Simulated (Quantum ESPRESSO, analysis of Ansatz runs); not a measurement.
## A hop of F in AlH3 (Fd-3m), charge 0 (Quantum ESPRESSO)

Aim: the barrier of one jump in AlH3 (Fd-3m) at charge 0: F_H exchanging with V_H. The model is a cell of 64 host atoms with 1 site emptied and F put on another atom's site; F is the atom that moves.

Main program and level: Quantum ESPRESSO 7.5; Quantum ESPRESSO plane-wave DFT, PBEsol, GBRV 1.5 PBEsol potentials; nudged elastic band between two relaxed defect structures.

### Step 1. Starting point

The cell holds 63 atoms: 16 Al, 46 H and 1 F. Its edges and angles: a = 9.027 Å, b = 9.027 Å, c = 9.027 Å, α = 90.0°, β = 90.0°, γ = 90.0°. It derives from AlH3 (space group Fd-3m). Nearest the centre at fractional (0.625, 0.722, 0.527): F47 at 1.20 Å, Al16 at 1.23 Å, H39 at 2.14 Å, H63 at 2.15 Å, H24 at 2.75 Å, Al12 at 2.77 Å, H55 at 2.78 Å, Al6 at 2.78 Å.

The cell's shortest repeat is 9.0 Å.

### Step 2. Relaxation of the start point, charge 0

A barrier is counted from a minimum, so both ends are relaxed first. Small random displacements break the symmetry of the ideal sites, so that the defect can distort if it gains by it. The cell holds an odd number of electrons, so the run is spin-polarised with the moment held at 1 μB.

File pw.in:

```
&CONTROL
  calculation = 'relax'
  prefix = 'pwscf'
  outdir = './tmp'
  pseudo_dir = './pseudo'
  tprnfor = .true.
  disk_io = 'low'
  nstep = 70
  forc_conv_thr = 0.00078
  etot_conv_thr = 0.0001
/
&SYSTEM
  ibrav = 0
  nat = 63
  ntyp = 3
  ecutwfc = 40
  ecutrho = 324
  nbnd = 55
  occupations = 'fixed'
  nspin = 2
  starting_magnetization(1) = 0.1667
  starting_magnetization(2) = 0.5
  starting_magnetization(3) = 0.0714
  tot_magnetization = 1
  nosym = .true.
/
&ELECTRONS
  conv_thr = 6d-08
  electron_maxstep = 100
  mixing_beta = 0.3
/
&IONS
  ion_dynamics = 'bfgs'
/
ATOMIC_SPECIES
Al    26.9815 al_pbesol_v1.uspp.F.UPF
H      1.0080 h_pbesol_v1.4.uspp.F.UPF
F     18.9984 f_pbesol_v1.4.uspp.F.UPF
CELL_PARAMETERS angstrom
   9.0267813738    0.0000000000    0.0000000000
   0.0000000000    9.0267813738    0.0000000000
   0.0000000000    0.0000000000    9.0267813738
ATOMIC_POSITIONS crystal
Al     0.1283117445    0.3748435364    0.8752305335
Al     0.1267127835    0.8722515699    0.3742531516
Al     0.6259432933    0.3734397743    0.3722213004
Al     0.6222280673    0.8745839347    0.8767856531
Al     0.3772547361    0.1225631387    0.8748478463
Al     0.3767702591    0.6251112299    0.3721894682
Al     0.8742370830    0.1226839041    0.3772580823
Al     0.8746798078    0.6217784829    0.8757513870
Al     0.3782359795    0.3745846745    0.6256334191
Al     0.3756574379    0.8782438774    0.1253005217
Al     0.8777153793    0.3753832750    0.1268775234
Al     0.8727532153    0.8736020392    0.6270107069
Al     0.1248382039    0.1219647598    0.6236559697
Al     0.1244075897    0.6238745890    0.1280704688
Al     0.6247146098    0.1266570109    0.1278667308
Al     0.6275889867    0.6258534097    0.6230989166
H     -0.0031652967   -0.0009822080    0.3037125560
H      0.0016915803    0.4998222422    0.8006094682
H      0.5010976636   -0.0031270404    0.8037137415
H      0.5017001185    0.4971473403    0.3035958589
H      0.0030947841    0.0000620400    0.6977451711
H     -0.0024851580    0.4991188417    0.1985583935
H      0.5000791009    0.0011039173    0.1934015698
H      0.4997673592    0.5031630238    0.6975285150
H     -0.0010489448    0.3066174716   -0.0000700035
H     -0.0020069632    0.8044754975    0.4975514033
H      0.5032524944    0.3028131084    0.4997950310
H      0.5000659387    0.8029350973   -0.0032803158
H     -0.0019935562    0.1969515692    0.5026263565
H      0.0005668114    0.6933437447   -0.0007333846
H      0.4998886128    0.1953566731   -0.0031054249
H      0.3011683178   -0.0022716961    0.0007819167
H      0.3027188606    0.5031847326    0.5005886504
H      0.8015050074   -0.0024747268    0.5010395610
H      0.8061990384    0.4995550284    0.0018359099
H      0.1990310844   -0.0012954619    0.5017715007
H      0.1980759005    0.4995914723   -0.0029163322
H      0.6994693880   -0.0009474718   -0.0012404911
H      0.6962439150    0.4977827121    0.4975415460
H      0.2496393925    0.2473065456    0.9484485743
H      0.2524713305    0.7478283633    0.4460643657
H      0.7470305455    0.2506045498    0.4478999212
H      0.7499274036    0.7533196772    0.9463947792
H      0.2517819776    0.2496592757    0.5562492344
H      0.2532668972    0.7505971840    0.0535912995
H      0.7509203341    0.2515999477    0.0507009093
F      0.7508956542    0.7527938083    0.5550259994
H      0.2517949573    0.4445257636    0.7480544689
H      0.2521533842    0.9484340153    0.2516742668
H      0.7471895185    0.4449587910    0.2508130373
H      0.7503814555    0.9478317307    0.7469637048
H      0.2497081706    0.0567689248    0.7497948590
H      0.2502973460    0.5507567628    0.2480963072
H      0.7476978066    0.0511772954    0.2492837226
H      0.7505046739    0.5502539596    0.7493058429
H      0.4467771996    0.2490382030    0.7468279787
H      0.4441966099    0.7521120123    0.2510559921
H      0.9451555773    0.2520785436    0.2478042665
H      0.9471371601    0.7527278790    0.7518004840
H      0.0555804020    0.2490442715    0.7476218530
H      0.0563014659    0.7483451794    0.2494905933
H      0.5529188738    0.2469434255    0.2511852112
H      0.5550865998    0.7490463965    0.7527395796
K_POINTS gamma
```

Run with:

```bash
$ OMP_NUM_THREADS=1 mpirun -n 8 pw.x -in pw.in > pw.out
```

Log:

```text
[shortened: banners, details of potentials and solvers, and blank lines are left out]
     gamma-point specific algorithms are used
     Message from routine setup:
     the system is metallic, specify occupations
     bravais-lattice index     =            0
     lattice parameter (alat)  =      17.0581  a.u.
     unit-cell volume          =    4963.5840 (a.u.)^3
     number of atoms/cell      =           63
     number of atomic types    =            3
     number of electrons       =       101.00 (up:  51.00, down:  50.00)
     number of Kohn-Sham states=           55
     kinetic-energy cutoff     =      40.0000  Ry
     charge density cutoff     =     324.0000  Ry
     scf convergence threshold =      6.0E-08
     mixing beta               =       0.3000
     number of iterations used =            8  plain     mixing
     energy convergence thresh.=      1.0E-04
     force convergence thresh. =      7.8E-04
     Exchange-correlation= SLA  PW   PSX  PSC
                           (   1   4  10   8   0   0   0)
     nstep                     =           70
     crystal axes: (cart. coord. in units of alat)
               a(1) = (   1.000000   0.000000   0.000000 )
               a(2) = (   0.000000   1.000000   0.000000 )
               a(3) = (   0.000000   0.000000   1.000000 )
     PseudoPot. # 1 for Al read from file:
     al_pbesol_v1.uspp.F.UPF
     Pseudo is Ultrasoft + core correction, Zval =  3.0
[...]
PseudoPot. # 2 for H  read from file:
     h_pbesol_v1.4.uspp.F.UPF
     Pseudo is Ultrasoft, Zval =  1.0
     PseudoPot. # 3 for F  read from file:
     f_pbesol_v1.4.uspp.F.UPF
     Pseudo is Ultrasoft, Zval =  7.0
     atomic species   valence    mass     pseudopotential
     Al                3.00    26.98150     Al( 1.00)
     H                 1.00     1.00800     H ( 1.00)
     F                 7.00    18.99840     F ( 1.00)
     Starting magnetic structure
     atomic species   magnetization
     Al              0.167
     H               0.500
     F               0.071
     No symmetry found
     site n.     atom                  positions (alat units)
         1        Al     tau(   1) = (   0.1283117   0.3748435   0.8752305  )
         2        Al     tau(   2) = (   0.1267128   0.8722516   0.3742532  )
         3        Al     tau(   3) = (   0.6259433   0.3734398   0.3722213  )
         4        Al     tau(   4) = (   0.6222281   0.8745839   0.8767857  )
         5        Al     tau(   5) = (   0.3772547   0.1225631   0.8748478  )
         6        Al     tau(   6) = (   0.3767703   0.6251112   0.3721895  )
         7        Al     tau(   7) = (   0.8742371   0.1226839   0.3772581  )
         8        Al     tau(   8) = (   0.8746798   0.6217785   0.8757514  )
[...]
number of k points=     1
                       cart. coord. in units 2pi/alat
        k(    1) = (   0.0000000   0.0000000   0.0000000), wk =   1.0000000
     Dense  grid:   244361 G-vectors     FFT dimensions: ( 100, 100, 100)
     Smooth grid:    84899 G-vectors     FFT dimensions: (  72,  72,  72)
     Generating pointlists ...
     new r_m :   0.0765 (alat units)  1.3046 (a.u.) for type    1
     new r_m :   0.0765 (alat units)  1.3046 (a.u.) for type    2
     new r_m :   0.0768 (alat units)  1.3093 (a.u.) for type    3
     starting charge     100.9619, renormalised to     101.0000
     Self-consistent Calculation
     iteration #  1     ecut=    40.00 Ry     beta= 0.30
     total energy              =    -207.82444646 Ry
     estimated scf accuracy    <       2.86844247 Ry
     total magnetization       =     1.00 Bohr mag/cell
     absolute magnetization    =     3.11 Bohr mag/cell
     iteration #  2     ecut=    40.00 Ry     beta= 0.30
     total energy              =    -207.80107161 Ry
     estimated scf accuracy    <       1.20376089 Ry
     total magnetization       =     1.00 Bohr mag/cell
[...]
[... 161 further cycles ...]
     iteration #  7     ecut=    40.00 Ry     beta= 0.30
     total energy              =    -207.98891201 Ry
     estimated scf accuracy    <          6.2E-10 Ry
     total magnetization       =     1.00 Bohr mag/cell
     absolute magnetization    =     1.07 Bohr mag/cell
     iteration #  8     ecut=    40.00 Ry     beta= 0.30
     Magnetic moment per site  (integrated on atomic sphere of radius R)
     atom   1 (R=0.076)  charge=  0.2433  magn=  0.0016
     atom   2 (R=0.076)  charge=  0.2437  magn=  0.0030
     atom   3 (R=0.076)  charge=  0.2451  magn=  0.0041
     atom   4 (R=0.076)  charge=  0.2426  magn=  0.0025
     atom   5 (R=0.076)  charge=  0.2433  magn=  0.0003
     atom   6 (R=0.076)  charge=  0.2422  magn=  0.0237
     atom   7 (R=0.076)  charge=  0.2441  magn=  0.0004
     atom   8 (R=0.076)  charge=  0.2421  magn=  0.0003
[...]
End of self-consistent calculation
 ------ SPIN UP ------------
          k = 0.0000 0.0000 0.0000 ( 10624 PWs)   bands (ev):
   -24.3683  -9.0663  -8.4270  -7.9469  -7.9283  -7.8997  -7.8677  -7.6175
    -7.2748  -6.1427  -5.8947  -5.8804  -5.8374  -5.8302  -5.6001  -5.4712
    -5.3580  -4.9148  -4.8805  -4.6117  -4.5474  -4.1564  -4.1305  -4.1046
    -4.0816  -4.0524  -3.9575  -3.8576  -3.7003  -3.6683  -3.4309  -3.0761
    -2.3091  -2.2875  -2.2622  -2.2550  -2.2116  -2.1686  -2.1269  -2.1160
    -2.0723  -2.0555  -1.6948  -1.6000  -1.3994  -1.3927  -1.3638  -1.3345
    -0.3993  -0.2155   1.1631   2.7818   2.8174   2.8288   2.8576
 ------ SPIN DOWN ----------
          k = 0.0000 0.0000 0.0000 ( 10624 PWs)   bands (ev):
   -24.3538  -9.0422  -8.3621  -7.9198  -7.9115  -7.8899  -7.8321  -7.5751
    -7.2319  -6.1157  -5.8650  -5.8580  -5.8212  -5.7956  -5.5828  -5.4220
    -5.3396  -4.8879  -4.8398  -4.5902  -4.5165  -4.1282  -4.1107  -4.0756
    -4.0681  -4.0252  -3.9446  -3.8131  -3.6723  -3.6440  -3.3833  -3.0131
    -2.2947  -2.2641  -2.2362  -2.2173  -2.1827  -2.1492  -2.1026  -2.0914
    -2.0502  -2.0334  -1.6705  -1.5621  -1.3789  -1.3633  -1.3374  -1.3117
    -0.3075  -0.1881   2.0554   2.8009   2.8272   2.8514   2.9283
     highest occupied, lowest unoccupied level (ev):     1.1631    2.0554
!    total energy              =    -207.98891201 Ry
     estimated scf accuracy    <          5.0E-11 Ry
     The total energy is the sum of the following terms:
     one-electron contribution =     -83.85884573 Ry
     hartree contribution      =      70.16275395 Ry
     xc contribution           =    -109.18983479 Ry
     ewald contribution        =     -85.10298543 Ry
     total magnetization       =     1.00 Bohr mag/cell
     absolute magnetization    =     1.07 Bohr mag/cell
     convergence has been achieved in   8 iterations
     Forces acting on atoms (cartesian axes, Ry/au):
     atom    1 type  1   force =     0.00005593    0.00023011   -0.00011177
     atom    2 type  1   force =    -0.00001851    0.00031899   -0.00015661
     atom    3 type  1   force =     0.00012114   -0.00017315   -0.00027960
     atom    4 type  1   force =    -0.00043907   -0.00016808   -0.00050490
     atom    5 type  1   force =     0.00017905   -0.00010390    0.00001355
     atom    6 type  1   force =     0.00008953    0.00035733   -0.00030573
     atom    7 type  1   force =     0.00027191    0.00008192   -0.00033856
     atom    8 type  1   force =    -0.00001161   -0.00039588   -0.00008640
[...]
Total force =     0.004140     Total SCF correction =     0.000005
     Energy error            =      3.3E-05 Ry
     Gradient error          =      1.2E-03 Ry/Bohr
     number of scf cycles    =  21
     number of bfgs steps    =  20
     energy             old  =    -207.9888788362 Ry
     energy             new  =    -207.9889120053 Ry
     CASE: energy            _new < energy            _old
     new trust radius        =       0.0049997328 bohr
     new conv_thr            =       0.0000000006 Ry
ATOMIC_POSITIONS (crystal)
Al               0.1253099952        0.3745435628        0.8755554245
Al               0.1289397054        0.8752123810        0.3775609035
Al               0.6240549141        0.3720302735        0.3737218587
Al               0.6233468243        0.8741239720        0.8722039834
Al               0.3742026850        0.1235001545        0.8755500236
Al               0.3796932872        0.6251360455        0.3816878956
Al               0.8774408869        0.1264550898        0.3741993246
Al               0.8738100243        0.6242202103        0.8729186410
[...]
Generating pointlists ...
     Self-consistent Calculation
     iteration #  1     ecut=    40.00 Ry     beta= 0.30
     total energy              =    -207.98894108 Ry
     estimated scf accuracy    <       0.00001608 Ry
     total magnetization       =     1.00 Bohr mag/cell
     absolute magnetization    =     1.07 Bohr mag/cell
     iteration #  2     ecut=    40.00 Ry     beta= 0.30
     total energy              =    -207.98893940 Ry
     estimated scf accuracy    <       0.00000641 Ry
     total magnetization       =     1.00 Bohr mag/cell
[...]
iteration #  7     ecut=    40.00 Ry     beta= 0.30
     total energy              =    -207.98894002 Ry
     estimated scf accuracy    <          9.4E-10 Ry
     total magnetization       =     1.00 Bohr mag/cell
     absolute magnetization    =     1.07 Bohr mag/cell
     iteration #  8     ecut=    40.00 Ry     beta= 0.30
     Magnetic moment per site  (integrated on atomic sphere of radius R)
     atom   1 (R=0.076)  charge=  0.2434  magn=  0.0016
     atom   2 (R=0.076)  charge=  0.2437  magn=  0.0030
     atom   3 (R=0.076)  charge=  0.2451  magn=  0.0041
     atom   4 (R=0.076)  charge=  0.2426  magn=  0.0025
     atom   5 (R=0.076)  charge=  0.2434  magn=  0.0003
     atom   6 (R=0.076)  charge=  0.2422  magn=  0.0237
     atom   7 (R=0.076)  charge=  0.2441  magn=  0.0004
     atom   8 (R=0.076)  charge=  0.2420  magn=  0.0003
[...]
End of self-consistent calculation
 ------ SPIN UP ------------
          k = 0.0000 0.0000 0.0000 ( 10624 PWs)   bands (ev):
   -24.3836  -9.0664  -8.4356  -7.9470  -7.9282  -7.9001  -7.8682  -7.6187
    -7.2808  -6.1475  -5.8947  -5.8805  -5.8416  -5.8329  -5.6004  -5.4735
    -5.3639  -4.9146  -4.8802  -4.6125  -4.5474  -4.1564  -4.1305  -4.1047
    -4.0815  -4.0530  -3.9585  -3.8586  -3.7001  -3.6691  -3.4298  -3.0759
    -2.3088  -2.2872  -2.2612  -2.2547  -2.2121  -2.1691  -2.1260  -2.1162
    -2.0722  -2.0555  -1.6948  -1.6004  -1.3987  -1.3930  -1.3638  -1.3342
    -0.4000  -0.2156   1.1593   2.7816   2.8182   2.8289   2.8579
 ------ SPIN DOWN ----------
          k = 0.0000 0.0000 0.0000 ( 10624 PWs)   bands (ev):
   -24.3691  -9.0423  -8.3706  -7.9202  -7.9114  -7.8900  -7.8327  -7.5766
    -7.2377  -6.1205  -5.8652  -5.8583  -5.8276  -5.7959  -5.5831  -5.4241
    -5.3456  -4.8878  -4.8394  -4.5910  -4.5165  -4.1282  -4.1105  -4.0761
    -4.0680  -4.0257  -3.9456  -3.8142  -3.6720  -3.6446  -3.3823  -3.0129
    -2.2944  -2.2640  -2.2352  -2.2164  -2.1835  -2.1497  -2.1023  -2.0908
    -2.0495  -2.0341  -1.6706  -1.5624  -1.3781  -1.3635  -1.3375  -1.3115
    -0.3077  -0.1881   2.0516   2.8004   2.8280   2.8515   2.9286
     highest occupied, lowest unoccupied level (ev):     1.1593    2.0516
!    total energy              =    -207.98894003 Ry
     estimated scf accuracy    <          5.8E-11 Ry
     The total energy is the sum of the following terms:
     one-electron contribution =     -83.92038690 Ry
     hartree contribution      =      70.19082611 Ry
     xc contribution           =    -109.19198192 Ry
     ewald contribution        =     -85.06739731 Ry
     total magnetization       =     1.00 Bohr mag/cell
     absolute magnetization    =     1.07 Bohr mag/cell
     convergence has been achieved in   8 iterations
     Forces acting on atoms (cartesian axes, Ry/au):
     atom    1 type  1   force =     0.00014361    0.00030199   -0.00045455
     atom    2 type  1   force =     0.00010333    0.00036905   -0.00001335
     atom    3 type  1   force =     0.00000308   -0.00050174   -0.00026914
     atom    4 type  1   force =    -0.00051168   -0.00028352   -0.00027680
     atom    5 type  1   force =     0.00031112    0.00004792   -0.00014223
     atom    6 type  1   force =    -0.00011324    0.00022076   -0.00026311
     atom    7 type  1   force =     0.00028092    0.00009269   -0.00018464
     atom    8 type  1   force =    -0.00002157   -0.00051840    0.00002572
[...]
Total force =     0.003701     Total SCF correction =     0.000006
     Energy error            =      2.8E-05 Ry
     Gradient error          =      7.4E-04 Ry/Bohr
     bfgs converged in  22 scf cycles and  21 bfgs steps
     (criteria: energy <  1.0E-04 Ry, force <  7.8E-04 Ry/Bohr)
     End of BFGS Geometry Optimization
     Final energy             =    -207.9889400251 Ry
Begin final coordinates
ATOMIC_POSITIONS (crystal)
Al               0.1253099952        0.3745435628        0.8755554245
Al               0.1289397054        0.8752123810        0.3775609035
Al               0.6240549141        0.3720302735        0.3737218587
Al               0.6233468243        0.8741239720        0.8722039834
Al               0.3742026850        0.1235001545        0.8755500236
Al               0.3796932872        0.6251360455        0.3816878956
Al               0.8774408869        0.1264550898        0.3741993246
Al               0.8738100243        0.6242202103        0.8729186410
[...]
End final coordinates
   JOB DONE.
```

Run time: 1.8 min. Hardware: 8 MPI ranks of Arm Neoverse V2, shared host; peak memory 1 GiB.

Step by step:

```
step  energy less that of the first step (eV)
   0                                   0.0000
   1                                  -0.3218
   2                                  -0.4327
   3                                  -0.4712
   4                                  -0.5019
   5                                  -0.5224
   6                                  -0.5382
   7                                  -0.5492
   8                                  -0.5587
   9                                  -0.5669
  10                                  -0.5729
  11                                  -0.5771
  12                                  -0.5804
  13                                  -0.5829
  14                                  -0.5849
  15                                  -0.5868
  16                                  -0.5883
  17                                  -0.5894
  18                                  -0.5901
  19                                  -0.5906
  20                                  -0.5910
  21                                  -0.5914
```

The atoms that moved most (Å):

```
atom      dx      dy      dz  length
 F47  -0.072  -0.001  -0.166   0.181
 H63  -0.052   0.042  -0.124   0.141
Al16  -0.105  -0.059  -0.030   0.124
 H34   0.052   0.105   0.028   0.121
 H53   0.033   0.099   0.061   0.120
 H26   0.091   0.013   0.067   0.114
 H41   0.057   0.066   0.067   0.110
 H55  -0.063   0.082  -0.015   0.105
```

Neighbours of F47 at the end:

```
atom  distance (Å)
Al16         1.824
Al12         1.831
 H34         2.405
 H39         2.415
 H26         2.458
 H63         2.528
 H51         2.563
 H55         2.584
 H59         2.590
```

This step gave:

```yaml
total_moment: 1.0000 μB
integral_of_the_absolute_spin_density: 1.072 μB
highest_filled_level: 1.159 eV
lowest_empty_level: 2.052 eV
r_m_s_move_of_the_farther_half_of_the_atoms: 0.02606 Å
largest_move_from_the_ideal_geometry_of_this_structure_a_common_shift_of_the_far_atoms_taken_out: 0.1740 Å
```

The relaxation gained 0.591 eV and ended with a largest force component of 0.019 eV/Å.

(Part 1 of 3 ends here.)

[Logs are printed without paths, hosts, clocks, repeated set-up lines and the standing remarks that a program may print on its own settings, such as how far it seeks lower states.]

[Hosts, paths, dates, database ids (printed as entryN), source tags and the programs' standing remarks are cut or masked in the printed files.]
